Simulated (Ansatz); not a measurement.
## Where the states of Li$_{2}$S lie

```xyz
3
Lattice="0.0000 2.8540 2.8540 2.8540 0.0000 2.8540 2.8540 2.8540 0.0000" Properties=species:S:1:pos:R:3 pbc="T T T"
Li    1.4270    1.4270    1.4270
Li    4.2810    4.2810    4.2810
S     0.0000    0.0000    0.0000
```

The cell is COD entry 1010874, as deposited and not checked against the literature; nothing was relaxed.

Method: DFT, PBE, all-electron LAPW, scalar-relativistic in Ansatz 0.2.0.

The runs use a Γ-centred 7×7×7 k mesh, Fermi–Dirac smearing of 0.02 eV, basis error target 1 meV/atom, no spin polarisation.

Question: Which of the resolved shells contributes most in the top eV of the valence band?

Answer: S 3p, with 96 % of all states there; Li 2s follows with 1 %.

Question: Tabulate the density of states.

Answer: States per eV and cell, averaged over 0.6 eV, from -2.8 to 5.4 eV, with energies (bin centres) from the valence-band top; empty bins are left out. The partial columns, the largest 3 alone, are projections on Löwdin-orthogonalised atomic shells (those that the program's projection atoms carry: the occupied ones and, for some elements, an empty d or f shell; other empty shells have no column), summed over atoms of an element. Weights on diffuse s and p shells depend on that basis and aren't pure angular character.
| E (eV) | total | S 3p | Li 2s | S 3s |
| --- | --- | --- | --- | --- |
| -2.6 | 0.89 | 0.70 | 0.17 | 0.01 |
| -2.0 | 2.07 | 1.68 | 0.31 | 0.03 |
| -1.4 | 2.75 | 2.49 | 0.17 | 0.02 |
| -0.8 | 3.24 | 3.08 | 0.06 | 0.01 |
| -0.2 | 1.05 | 1.02 | 0.01 | 0.00 |
| 3.4 | 0.01 | 0.00 | 0.00 | 0.00 |
| 4.0 | 0.19 | 0.01 | 0.02 | 0.00 |
| 4.6 | 0.51 | 0.03 | 0.10 | 0.03 |
| 5.2 | 1.20 | 0.09 | 0.32 | 0.11 |
